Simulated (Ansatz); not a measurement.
**Quasiparticle levels of AlAs (F-43m)**

Method: G0W0@PBE, plasmon-pole screening, hard PAW set made for 700 eV in Ansatz 0.2.0-dev.

Input files:

```yaml
crystal:
  lattice:
    - [0.0, 2.8305, 2.8305]
    - [2.8305, 0.0, 2.8305]
    - [2.8305, 2.8305, 0.0]
  atoms:
    - { symbol: Al, position: [0, 0, 0] }
    - { symbol: As, position: [0.25, 0.25, 0.25] }
kpoints:
  mp_grid: { grid: [6, 6, 6], shift: [0, 0, 0] }
hamiltonian:
  xc: pbe
  pseudopotentials:
    kind: paw
    azcp:
      Al: "pseudopotentials/Al.paw.azcp"
      As: "pseudopotentials/As.paw.azcp"
scf:
  occupations: { method: fixed }
  convergence: { dr2_threshold: "1e-9 eV" }
  lower_state_search: "off"
output:
  forces: false
  stress: false
gw:
  n_empty_bands: 453
  ecut_chi: 180.0
  qp_bands: [v1, c1]
  qp_kpoints: [[0, 0, 0], [0, 0.5, 0.5], [0, 0, 0.5]]
  ecutfock_ratio: 2
basis:
  ecutwfc: 700
```

The input is rewritten from the run's settings (development build, wave cutoff 700 eV).

Levels count from the highest filled Kohn-Sham level listed; ε_QP = ε_KS + Z(Σ − Vxc). VB is the top filled band, CB the lowest empty one.

```json
{"k": "Γ", "band": "VB", "ε_KS (eV)": "0.00", "Σx − Vxc (eV)": "-1.79", "Σc (eV)": "0.76", "Z": "0.79", "ε_QP (eV)": "-0.81"}
{"k": "Γ", "band": "CB", "ε_KS (eV)": "2.05", "Σx − Vxc (eV)": "4.22", "Σc (eV)": "-4.03", "Z": "0.80", "ε_QP (eV)": "2.20"}
{"k": "L", "band": "VB", "ε_KS (eV)": "-0.82", "Σx − Vxc (eV)": "-2.14", "Σc (eV)": "1.05", "Z": "0.78", "ε_QP (eV)": "-1.68"}
{"k": "L", "band": "CB", "ε_KS (eV)": "2.14", "Σx − Vxc (eV)": "4.00", "Σc (eV)": "-3.94", "Z": "0.80", "ε_QP (eV)": "2.19"}
{"k": "X", "band": "VB", "ε_KS (eV)": "-2.17", "Σx − Vxc (eV)": "-2.72", "Σc (eV)": "1.53", "Z": "0.77", "ε_QP (eV)": "-3.09"}
{"k": "X", "band": "CB", "ε_KS (eV)": "1.44", "Σx − Vxc (eV)": "3.61", "Σc (eV)": "-3.75", "Z": "0.80", "ε_QP (eV)": "1.33"}
```

The gap (from Γ to X) opens from 1.44 eV to 2.14 eV.

Electronic (ion-clamped) dielectric constant on this mesh, from the head of the inverse dielectric matrix: 10.2.

Spin-orbit coupling is left out. Band sums or response are cut, so the gap isn't at its basis limit. The gap is read among the points solved; the crystal's band edges can lie elsewhere. Meshes this coarse can overestimate the dielectric constant by a tenth and more.
